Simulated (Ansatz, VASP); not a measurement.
## Cross-check of Te2Mo between VASP and Ansatz

One calculation is typed for both programs; each brings its own data sets and cutoff. How far apart do they land? Other levels of theory on this material are compared in a session of their own.

Main program and level: Ansatz 0.2.0; plane waves, with VASP 6.6.1 beside it; single point at RPBE, single point at r2SCAN and single point at PBEsol, spin-orbit coupling.

### 1. Starting point

The cell holds 3 atoms: 2 Te and 1 Mo. Cell: a = 3.560 Å, b = 3.560 Å, c = 18.580 Å, α = 90.0°, β = 90.0°, γ = 120.0°. It derives from Te2Mo. As first built, before any earlier steps moved the atoms (in the runner's words): kind sheets cut from a layered crystal; sheets 1. Vacuum lies along c.

Coordinates:

```cif
data_structure
_symmetry_space_group_name_H-M 'P 1'
_symmetry_Int_Tables_number 1
_cell_length_a 3.5602
_cell_length_b 3.5602
_cell_length_c 18.5800
_cell_angle_alpha 90.000
_cell_angle_beta 90.000
_cell_angle_gamma 120.000
_cell_volume 203.95
loop_
_atom_site_label
_atom_site_type_symbol
_atom_site_fract_x
_atom_site_fract_y
_atom_site_fract_z
_atom_site_occupancy
Te1 Te 0.33333 0.66667 0.59634 1
Te2 Te 0.33333 0.66667 0.40366 1
Mo3 Mo 0.00000 0.00000 0.50000 1
```

### 2. VASP: single point, RPBE

With cell and atoms fixed, the geometry can't cause a difference; cores, projectors, grids and the points listed under the comparison can.

Lines of VASP's logs that name or quote its potential files are left out, and so is its time.

INCAR

```
SYSTEM = Te2Mo
PREC = Normal
ENCUT = 350
EDIFF = 1E-06
NELM = 120
ISMEAR = 0
SIGMA = 0.05
LREAL = .FALSE.
ALGO = Normal
GGA = RP
NBANDS = 15
LORBIT = 11
LWAVE = .FALSE.
LCHARG = .FALSE.
KPAR = 4
IDIPOL = 3
LDIPOL = .TRUE.
DIPOL = 0.5 0.5 0.5
LVHAR = .TRUE.
LVACPOTAV = .TRUE.
```

POSCAR

```
Te2Mo
1.0
    3.5602328140      0.0000000000      0.0000000000
   -1.7801164070      3.0832520600      0.0000000000
    0.0000000000      0.0000000000     18.5799740004
Te Mo
2 1
Direct
    0.3333333330      0.6666666670      0.5963395860
    0.3333333330      0.6666666670      0.4036604140
    0.0000000000      0.0000000000      0.5000000000
```

KPOINTS

```
Automatic mesh
0
Gamma
9 9 1
0 0 0
```

PAW data sets: Te and Mo (PBE family, release 64).

The run is started by

```sh
$ mpirun -np 4 vasp_std
```

Numbers of over 12 decimals in the logs are rounded to 6 here.

Log:

```text
[banner, memory and clock lines left out]
running    4 mpi-ranks, on    1 nodes
 distrk:  each k-point on    1 cores,    4 groups
 distr:  one band on    1 cores,    1 groups

 POSCAR found type information on POSCAR TeMo
 POSCAR found :  2 types and       3 ions
|                                                                             |
|               ----> ADVICE to this user running VASP <----                  |
|                                                                             |
|     You enforced a specific xc type in the INCAR file but a different       |
|     [... a line on the potential file left out ...]
|     I HOPE YOU KNOW WHAT YOU ARE DOING!                                     |
|                                                                             |

 LDA part: xc-table for (Slater+PW92), standard interpolation
 POSCAR, INCAR and KPOINTS ok, starting setup
 FFT: planning ... GRIDC
 FFT: planning ... GRID_SOFT
 FFT: planning ... GRID
 WAVECAR not read
 entering main loop
       N       E                     dE             d eps       ncg     rms          rms(c)
DAV:   1     0.910156153785E+02    0.91016E+02   -0.48989E+03   360   0.646E+02
DAV:   2    -0.956250612407E+01   -0.10058E+03   -0.95709E+02   612   0.138E+02
DAV:   3    -0.172878304142E+02   -0.77253E+01   -0.76145E+01   472   0.453E+01
DAV:   4    -0.174612502696E+02   -0.17342E+00   -0.17320E+00   487   0.836E+00
DAV:   5    -0.174646467350E+02   -0.33965E-02   -0.33964E-02   595   0.104E+00    0.150E+01
DAV:   6    -0.170839399311E+02    0.38071E+00   -0.22168E+00   409   0.905E+00    0.625E+00
DAV:   7    -0.170921135099E+02   -0.81736E-02   -0.23747E+00   430   0.105E+01    0.510E+00
DAV:   8    -0.168197979013E+02    0.27232E+00   -0.41996E-01   423   0.479E+00    0.132E+00
DAV:   9    -0.168152822618E+02    0.45156E-02   -0.11306E-01   472   0.199E+00    0.576E-01
DAV:  10    -0.168114258062E+02    0.38565E-02   -0.76793E-03   465   0.670E-01    0.213E-01
DAV:  11    -0.168099329577E+02    0.14928E-02   -0.13969E-03   444   0.208E-01    0.232E-01
DAV:  12    -0.168094160998E+02    0.51686E-03   -0.54316E-04   430   0.144E-01    0.567E-02
DAV:  13    -0.168090666555E+02    0.34944E-03   -0.29148E-04   451   0.870E-02    0.412E-02
DAV:  14    -0.168091225231E+02   -0.55868E-04   -0.32153E-05   388   0.341E-02    0.183E-02
DAV:  15    -0.168092019793E+02   -0.79456E-04   -0.37096E-05   395   0.232E-02    0.210E-02
DAV:  16    -0.168092244420E+02   -0.22463E-04   -0.10657E-05   409   0.127E-02    0.452E-03
DAV:  17    -0.168092378538E+02   -0.13412E-04   -0.31907E-06   442   0.743E-03    0.541E-03
DAV:  18    -0.168092826776E+02   -0.44824E-04   -0.33199E-06   392   0.680E-03    0.580E-03
DAV:  19    -0.168092908469E+02   -0.81693E-05   -0.25630E-07   356   0.257E-03    0.337E-03
DAV:  20    -0.168093048806E+02   -0.14034E-04   -0.14101E-06   340   0.447E-03    0.705E-04
DAV:  21    -0.168093058853E+02   -0.10047E-05   -0.63163E-08   348   0.130E-03    0.655E-04
DAV:  22    -0.168093062664E+02   -0.38110E-06   -0.23720E-08   285   0.747E-04
|                                                                             |
|           W    W    AA    RRRRR   N    N  II  N    N   GGGG   !!!           |
|           W    W   A  A   R    R  NN   N  II  NN   N  G    G  !!!           |
|           W    W  A    A  R    R  N N  N  II  N N  N  G       !!!           |
|           W WW W  AAAAAA  RRRRR   N  N N  II  N  N N  G  GGG   !            |
|           WW  WW  A    A  R   R   N   NN  II  N   NN  G    G                |
|           W    W  A    A  R    R  N    N  II  N    N   GGGG   !!!           |
|                                                                             |
|     Did not find any points to average over, which means that no vacuum     |
|     field-free region was found. Please increase the size of  your cell     |
|     in the dimension of the dipole correction to obtain accurate            |
|     workfunction values.                                                    |
|                                                                             |

   1 F= -.16809306E+02 E0= -.16809306E+02  d E =-.814206E-13
```

From OUTCAR (step 2):

```text
ion  position               nearest neighbor table
   1  0.333  0.667  0.596-   3 2.73   3 2.73   3 2.73   2 3.58
   2  0.333  0.667  0.404-   3 2.73   3 2.73   3 2.73   1 3.58
   3  0.000  0.000  0.500-   1 2.73   2 2.73   1 2.73   2 2.73   1 2.73   2 2.73

  LATTYP: Found a hexagonal cell.
 ALAT       =     3.5602328140
 C/A-ratio  =     5.2187525286

 Subroutine GETGRP returns: Found 12 space group operations
 (whereof 12 operations were pure point group operations)

The static configuration has the point symmetry D_3h.

 Found     12 irreducible k-points:

   k-points           NKPTS =     12   k-points in BZ     NKDIM =     12   number of bands    NBANDS=     15

   dimension x,y,z NGX =    16 NGY =   16 NGZ =   90
   dimension x,y,z NGXF=    32 NGYF=   32 NGZF=  180

   ENCUT  =  350.0 eV  25.72 Ry    5.07 a.u.   5.43  5.43 28.34*2*pi/ulx,y,z

   NELECT =      18.0000    total number of electrons

 k-points in reciprocal lattice and weights: Automatic mesh
   0.00000000  0.00000000  0.00000000       0.012
   0.11111111  0.00000000  0.00000000       0.074
   0.22222222  0.00000000  0.00000000       0.074
   0.33333333  0.00000000  0.00000000       0.074
   0.44444444  0.00000000  0.00000000       0.074
   0.11111111  0.11111111  0.00000000       0.074
   0.22222222  0.11111111  0.00000000       0.148
   0.33333333  0.11111111  0.00000000       0.148
   0.44444444  0.11111111  0.00000000       0.074
   0.22222222  0.22222222  0.00000000       0.074
   0.33333333  0.22222222  0.00000000       0.148
   0.33333333  0.33333333  0.00000000       0.025

 dipolmoment           0.000000      0.000000      0.000000 electrons x Angstroem

 average (electrostatic) potential at core
       1 -94.7829       2 -94.7829       3 -43.8488

 E-fermi :  -0.2902

 k-point     1 :       0.0000    0.0000    0.0000
  band No.  band energies     occupation
    ...
      5      -2.2299      2.00000
      6      -2.1350      2.00000
      7      -1.4439      2.00000
      8      -1.4439      2.00000
      9      -0.9274      2.00000
     10       2.5506      0.00000
     11       2.5506      0.00000
     12       2.8281      0.00000
     13       2.8281      0.00000
     14       3.5221      0.00000
    ...

 k-point     2 :       0.1111    0.0000    0.0000
  band No.  band energies     occupation
    ...
      5      -2.4859      2.00000
      6      -2.0940      2.00000
      7      -1.6563      2.00000
      8      -1.2793      2.00000
      9      -0.9588      2.00000
     10       1.9634      0.00000
     11       2.0096      0.00000
     12       2.4840      0.00000
     13       2.6863      0.00000
     14       3.7728      0.00000
    ...

 k-point     3 :       0.2222    0.0000    0.0000
  band No.  band energies     occupation
    ...
      5      -3.1803      2.00000
      6      -2.1162      2.00000
      7      -1.7267      2.00000
      8      -1.4918      2.00000
      9      -1.1874      2.00000
     10       1.1273      0.00000
     11       1.6425      0.00000
     12       1.7983      0.00000
     13       2.9289      0.00000
     14       4.2870      0.00000
    ...

  Total        0.8271531      0.8271531      1.1147179      0.0000000      0.0000000      0.0000000
  in kB        6.4977641      6.4977641      8.7567513      0.0000000      0.0000000      0.0000000
  external PRESSURE =       7.2507599 kB  Pullay stress =       0.0000000 kB

  energy-cutoff  :      350.00
  volume of cell :      203.95
      direct lattice vectors                 reciprocal lattice vectors
     3.560232814  0.000000000  0.000000000     0.280880508  0.162166437  0.000000000
    -1.780116407  3.083252060  0.000000000     0.000000000  0.324332873  0.000000000
     0.000000000  0.000000000 18.579974000     0.000000000  0.000000000  0.053821389

 POSITION                                       TOTAL-FORCE (eV/Angst)
 -----------------------------------------------------------------------------------
     -0.00000      2.05550     11.07997        -0.000000      0.000000      0.328389
     -0.00000      2.05550      7.50000        -0.000000     -0.000000     -0.328389
      0.00000      0.00000      9.28999         0.000000     -0.000000      0.000000
 -----------------------------------------------------------------------------------
    total drift:                                0.000005     -0.000003     -0.000000

  FREE ENERGIE OF THE ION-ELECTRON SYSTEM (eV)
  ---------------------------------------------------
  free  energy   TOTEN  =       -16.8093062664 eV

  energy  without entropy=      -16.8093062664  energy(sigma->0) =      -16.80930627

 vacuum level on the upper side and lower side of the slab         4.288         4.288

 total charge
# of ion       s       p       d       tot
------------------------------------------
    1        1.382   1.979   0.059   3.419
    2        1.382   1.979   0.059   3.419
    3        0.360   0.433   4.363   5.156
--------------------------------------------------
tot          3.124   4.390   4.480  11.994

[... 3 further parts left out ...]
```

### 3. Ansatz: single point, RPBE

Ansatz runs on its default PAW (the set named soft_2) files.

The same cell, functional, mesh and smearing now go to Ansatz, which takes its cutoff from its data sets.

input.yaml

```yaml
crystal:
  lattice:
    - [3.560232814, 0.0, 0.0]
    - [-1.780116407, 3.08325206, 0.0]
    - [0.0, 0.0, 18.5799740004]
  atoms:
    - { symbol: Te, position: [0.333333333, 0.666666667, 0.596339586] }
    - { symbol: Te, position: [0.333333333, 0.666666667, 0.403660414] }
    - { symbol: Mo, position: [0.0, 0.0, 0.5] }
hamiltonian:
  xc: rpbe
  pseudopotentials: { kind: paw }
kpoints:
  mp_grid: { grid: [9, 9, 1] }
scf:
  occupations: { method: gaussian, width: 0.05 }
  n_extra_bands: 4
efield:
  axis: 3
  dipole_correction: true
  ramp_width: 0.04
output:
  forces: true
  eigenvalues: true
```

The run is started by

```sh
$ ansatz run input.yaml --threads 2 --pin off --max-ram 4608MiB --backend cpu --events-out ev --progress --plain --runs-dir out
```

Log:

```text
scf.n_extra_bands = 4 over 23 filled bands (N_el = 46.0): the run solves 27 bands
Engine: ansatz 0.2.0, aarch64-unknown-linux-gnu
Pseudopotentials: kind: paw
Pseudopotential: Te, paw, valence charge 16, recommended cutoff 420 eV (normal), Te.paw.azcp
Pseudopotential: Mo, paw, valence charge 14, recommended cutoff 420 eV (normal), Mo.paw.azcp
Functional definition: RPBE
  parameter kappa = 0.804
  parameter beta = 0.066725
  exchange = rpbe_x(kappa = kappa, mu = beta*pi^2/3)
  correlation = pbe_c(beta = beta)
Crystal: 3 atoms, lattice volume = 203.954 Å³
Basis set: ecut = 420 eV, 3945 PW (Γ), exchange–correlation on 48×48×250 points (8 copies of the dense FFT grid, shifted against one another)
Bands: 27, of which v1, the nominal top of the filled ones, is band 23 counted from 1 (22 counted from 0)
Symmetry: 6 space group operations
k-points: 12 of 81 (time reversal used)
Non-local potential: Te, projectors of the file, l = 0: 2, l = 1: 2, l = 2: 2, l = 3: 2
Non-local potential: Mo, projectors of the file, l = 0: 3, l = 1: 2, l = 2: 2, l = 3: 1
PAW form: soft (Blöchl's): semilocal exchange-correlation on the pseudo side does not see the compensation charge
PAW frozen core: Te, regenerated for the run's functional, and the local potential with it (the file was generated under x = pbe(κ = 0.804, μ = 0.219515), c = pbe(β = 0.066725))
PAW frozen core: Mo, regenerated for the run's functional, and the local potential with it (the file was generated under x = pbe(κ = 0.804, μ = 0.219515), c = pbe(β = 0.066725))
PAW one-centre angular grid: Te, 590 points (default); XC on 64 Gauss nodes
PAW one-centre angular grid: Mo, 590 points (default); XC on 64 Gauss nodes
Initial density: superposition of atomic densities (neutral atoms: chi_scale 0, normalization atom), corrected by the library's trained network
Initial wavefunctions: pseudopotential atomic-orbital guess
Functional: x = rpbe, c = pbe(β = 0.066725)
SCF iter   1: F=—  HF=-18941.504407 eV  |F-HF|=—  |Δ(HF+E_count)|=         —  Δρ=3.19e-3  dr2=1.04e-2  ethr=1.77e-3  p=0.000 e·Å  D=2.37e-14 V/Å  ΔV_dip=-0.00 eV  dr2_dipole=1.48e-7  V_vac-E_F(+/−)=4.38/4.38 eV  ⟨swp⟩=9.4  Hψ=1616  notcnv=0
efield: sawtooth ramp at fractional position 0.9800 (placed from the atoms, in the widest stretch of the axis that holds none; the zero of the levels goes with the place), width 0.0400; the density the first Hamiltonian is built on has a dipole p = 0.000 e·Å; the dipole correction subtracts the counter field D = 2.37e-14 V/Å, which shifts the + side's vacuum level by -0.00 eV against the − side's; the planar-averaged density in the ramp window peaks in size at 5.3e-5 e/Å³
preconditioner: auto → Resta (q_TF=auto, 2.129 Å⁻¹)  ε∞=3.7  [insulator: Δε(μ)=1.055 eV  Ē_g=6.662 eV  σ=0.050 eV  W_gap=1.00  n_scr=30 (ndim 8)  ℏωp=11.0 eV  f_vac=0.605  D(μ)=0.00/eV (n_scr^D=0)  ε∞_Penn≈3.7  vacuum switching on, ρ_ref=3.2e-3 e/Å³]
SCF iter   2: F=—  HF=-18941.509915 eV  |F-HF|=—  |Δ(HF+E_count)|=   5.51e-3  Δρ=1.82e-3  dr2=6.47e-3  ethr=2.27e-5  p=0.000 e·Å  D=6.74e-5 V/Å  ΔV_dip=-0.00 eV  dr2_dipole=5.15e-7  V_vac-E_F(+/−)=4.29/4.30 eV  ⟨swp⟩=3.0  Hψ=766  notcnv=0
SCF iter   3: F=—  HF=-18941.511040 eV  |F-HF|=—  |Δ(HF+E_count)|=   1.12e-3  Δρ=1.21e-3  dr2=3.66e-3  ethr=1.41e-5  p=-0.000 e·Å  D=-4.33e-5 V/Å  ΔV_dip=0.00 eV  dr2_dipole=1.89e-7  V_vac-E_F(+/−)=4.34/4.34 eV  ⟨swp⟩=2.0  Hψ=433  notcnv=0
SCF iter   4: F=—  HF=-18941.511602 eV  |F-HF|=—  |Δ(HF+E_count)|=   5.63e-4  Δρ=1.91e-4  dr2=6.75e-5  ethr=7.95e-6  p=-0.000 e·Å  D=-1.68e-5 V/Å  ΔV_dip=0.00 eV  dr2_dipole=2.37e-8  V_vac-E_F(+/−)=4.29/4.29 eV  ⟨swp⟩=2.0  Hψ=398  notcnv=0
SCF iter   5: F=—  HF=-18941.511653 eV  |F-HF|=—  |Δ(HF+E_count)|=   5.06e-5  Δρ=5.06e-5  dr2=1.22e-5  ethr=1.47e-7  p=0.000 e·Å  D=2.87e-5 V/Å  ΔV_dip=-0.00 eV  dr2_dipole=9.42e-8  V_vac-E_F(+/−)=4.28/4.28 eV  ⟨swp⟩=2.1  Hψ=439  notcnv=0
SCF iter   6: F=—  HF=-18941.511653 eV  |F-HF|=—  |Δ(HF+E_count)|=   3.17e-7  Δρ=1.86e-5  dr2=4.70e-6  ethr=2.66e-8  p=-0.000 e·Å  D=-1.17e-4 V/Å  ΔV_dip=0.00 eV  dr2_dipole=1.47e-6  V_vac-E_F(+/−)=4.28/4.27 eV  ⟨swp⟩=2.2  Hψ=432  notcnv=0
SCF iter   7: F=—  HF=-18941.511652 eV  |F-HF|=—  |Δ(HF+E_count)|=   6.02e-7  Δρ=1.31e-5  dr2=2.32e-6  ethr=1.02e-8  p=0.000 e·Å  D=8.29e-5 V/Å  ΔV_dip=-0.00 eV  dr2_dipole=7.61e-7  V_vac-E_F(+/−)=4.27/4.27 eV  ⟨swp⟩=2.0  Hψ=393  notcnv=0
SCF iter   8: F=—  HF=-18941.511652 eV  |F-HF|=—  |Δ(HF+E_count)|=   3.08e-7  Δρ=5.81e-6  dr2=3.25e-7  ethr=5.04e-9  p=0.000 e·Å  D=3.00e-5 V/Å  ΔV_dip=-0.00 eV  dr2_dipole=9.66e-8  V_vac-E_F(+/−)=4.27/4.27 eV  ⟨swp⟩=1.9  Hψ=353  notcnv=0
SCF iter   9: F=-18941.511652 eV  HF=-18941.511652 eV  |F-HF|=2.58e-8  |Δ(HF+E_count)|=   6.13e-8  Δρ=1.61e-6  dr2=2.21e-8  ethr=2.17e-10  p=0.000 e·Å  D=7.90e-6 V/Å  ΔV_dip=-0.00 eV  dr2_dipole=6.07e-9  V_vac-E_F(+/−)=4.27/4.27 eV  ⟨swp⟩=6.2  Hψ=1336  notcnv=0
SCF 1 converged in 9 iterations: F = -18941.511652 eV  dr2 = 2.21e-8
  greatest PAW one-centre occupation: 0.998 electrons in one spin orbital (limit 2), on the Mo atom at site 2 (counted from 0), in its partial waves of l = 0
SCF converged after 9 iterations
Free energy (F): -18941.511652 eV
Harris-Foulkes:  -18941.511652 eV  (|F-HF|=2.58e-8)
Internal energy: -18941.511652 eV  (E = F + TS)
E sigma→0 (E₀):  -18941.511652 eV
Fermi energy:    2.046337 eV
Dipole field:    D = -0.000096 V/Å  (p = -0.000108 e·Å, saw-weighted, corrected)
Work function:   Φ+ = 4.2739 eV   Φ− = 4.2722 eV
Levels:          The Fermi level and band energies are counted from a zero that moves with the ramp; work functions are not
--- Per-component energies (eV) ---
  E_band       = -1067.131275
  E_kinetic    = 802.650284
  E_local      = -30054.745854  (includes V_loc(G=0)·N_el)
  E_nonlocal   = -479.270898
  E_hartree    = 15002.140401
  E_xc         = -432.639315
  E_vxc        = -437.066888  (∫ρ·V_xc dr)
  E_paw        = -12551.294442  (= ΣΔE_a)
  E_vpaw       = -902.981259  (= ΣTr[D̂ρ^β])
  E_aug_tail   = -0.000309  (compensation charges beyond the density's cutoff)
  E_efield     = 0.000000  (sawtooth field / dipole correction)
  E_vefield    = 0.000000  (∫n·V_field dr)
  E_ewald      = 8771.817532
  E_core_change = -0.169051  (= ΣΔE_core)
  E_smearing   = -0.000000  (= −TS)
  E_closure    = 0.000000  (closes the sum)
  Σ components = -18941.511652   (vs F -18941.511652, Δ=0.00e0)
--- Forces (eV/Å), atoms counted from 1 ---
  atom   1  Te     0.00000000    -0.00000000     0.39313985
  atom   2  Te     0.00000000    -0.00000000    -0.39318324
  atom   3  Mo     0.00000000     0.00000000     0.00007591
  max |Σ_I F_I| component: 3.25e-5 eV/Å
--- Band table (eV; the first three rows and the last of 12) ---
  k-point 0: bands = [... 19 lower, -0.1075, 0.6077, 0.6077, 1.1241, 4.5683, 4.5683, 4.8609, 4.8609]
  k-point 1: bands = [... 19 lower, -0.0422, 0.3935, 0.7606, 1.0926, 3.9957, 4.0476, 4.5179, 4.7120]
  k-point 2: bands = [... 19 lower, -0.0685, 0.3226, 0.5360, 0.8627, 3.1752, 3.6953, 3.8369, 4.9699]
  k-point 11: bands = [... 19 lower, -1.4236, -1.3576, -0.1743, 1.5214, 2.5712, 3.4809, 4.0366, 5.5696]
```

The job ended after 3.7 s (2 threads of Arm Neoverse V1, shared host; peak memory 0.46 GiB; 7.2 s of CPU time).

### 4. Comparison

Known differences besides the potentials themselves: the data sets hold 46 valence electrons in Ansatz (default PAW (the set named soft_2) files) and 18 in VASP; the cutoff is 420 eV in Ansatz and 350 eV in VASP (PREC = Normal); Ansatz makes its cores anew for this functional, VASP keeps those of its PBE data sets; VASP leaves aspherical gradient terms in its spheres out (LASPH is not set), Ansatz keeps them. Total energies have different zeros and are not compared.

Compared:

| quantity | Ansatz | VASP | difference |
| --- | --- | --- | --- |
| gap on the k mesh (eV) | 1.050 | 1.045 | +0.005 |

Forces (eV/Å; atoms numbered as in POSCAR):

| atom | Ansatz x, y, z | VASP x, y, z |
| --- | --- | --- |
| Te1 | 0.000, 0.000, 0.393 | 0.000, 0.000, 0.328 |
| Te2 | 0.000, 0.000, -0.393 | 0.000, 0.000, -0.328 |
| Mo3 | 0.000, 0.000, 0.000 | 0.000, 0.000, 0.000 |

The forces differ by 31 meV/Å r.m.s., which is 19.7 % of the r.m.s. force of 0.15 eV/Å (both taken over all components). A gap on the mesh is an upper bound, since the band edges may lie between its points.

### 5. Further runs

Further runs change the set-up of one program: Ansatz's method, potentials or start, or VASP's data sets, cutoff or form of LDA. The table gives Ansatz less VASP for each quantity, since a change that brings one quantity closer may part another.

| run | r.m.s. force difference (meV/Å) | gap on the k mesh (eV) |
| --- | --- | --- |
| as above | 31 | 0.0050 |
| cores kept as stored | 30 | 0.0049 |
| Ansatz's larger PAW set (cutoff 640 eV) | 30 | 0.0057 |
| norm-conserving potentials (cutoff 1120 eV) | 29 | 0.0034 |

[end of part 1 of 2]

[Lines on the potential files, build, host, timing and source positions are cut from VASP's logs without a mark.]

[Logs are printed without paths, hosts, clocks, repeated set-up lines and the standing remarks that a program may print on its own settings, such as how far it seeks lower states.]

[Hosts, paths, dates, database ids (printed as entryN), source tags and the programs' standing remarks are cut or masked in the printed files.]
